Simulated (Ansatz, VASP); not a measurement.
**Be in VASP and in Ansatz**

Contents of INCAR:

```
ALGO     = Normal         # electronic algorithm
EDIFF    = 1E-7           # SCF threshold, eV
ENCUT    = 520            # plane-wave cutoff, eV
GGA      = PS             # functional
ISIF     = 2              # what is computed and relaxed
ISMEAR   = -1             # smearing method
LASPH    = T              # aspherical terms in the spheres
LCHARG   = T              # write CHGCAR
LELF     = T              # ELF
LREAL    = F              # projectors in reciprocal space
LVHAR    = T            
LWAVE    = F              # write WAVECAR
NBANDS   = 7              # bands
NELM     = 100            # most SCF steps
PREC     = Accurate       # precision mode
SIGMA    = 0.03           # smearing width, eV
```

The input KPOINTS:

```
k-points
0
Gamma
  23 23 23
```

The input POSCAR:

```
Be
1.0
   -1.2776981900      1.2776981900      1.2776981900
    1.2776981900     -1.2776981900      1.2776981900
    1.2776981900      1.2776981900     -1.2776981900
Be
1
Direct
    0.0000000000      0.0000000000      0.0000000000
```

Input for Ansatz:

```yaml
crystal:
  lattice:
    - [-1.27769819, 1.27769819, 1.27769819]
    - [1.27769819, -1.27769819, 1.27769819]
    - [1.27769819, 1.27769819, -1.27769819]
  atoms:
    - { symbol: Be, position: [0.0, 0.0, 0.0] }
kpoints:
  mp_grid: { grid: [23, 23, 23] }
scf:
  occupations: { method: fermi_dirac, width: 0.03 }
hamiltonian:
  xc: pbesol
  pseudopotentials: { kind: all_electron, lapw: { basis_error: 0.00025 } }
output:
  forces: true
  stress: true
  eigenvalues: true
```

Change from the starting cell: volume scaled by 1.06.

Alike in both runs: task single point; functional PBEsol; k mesh 23 × 23 × 23; occupations fermi-dirac, width 0.03 eV; no spin polarisation.

```csv
,VASP,Ansatz
version,VASP 6.6.1,Ansatz 0.2.0
potentials or method,"VASP PAW PBE potentials, release 64 (Be)","all-electron LAPW, scalar-relativistic"
plane-wave cutoff (eV),520,see its input
```

VASP gave:

```
pressure (GPa) : -7.9
```

Q: Which values does Ansatz return?

A: Pressure (GPa): -8.3.

Ansatz ran all-electron here, so the differences hold the error of VASP's frozen core and of both bases.

Caveats: the PAW data sets were made with another functional, which shifts forces and pressure a little (VASP).
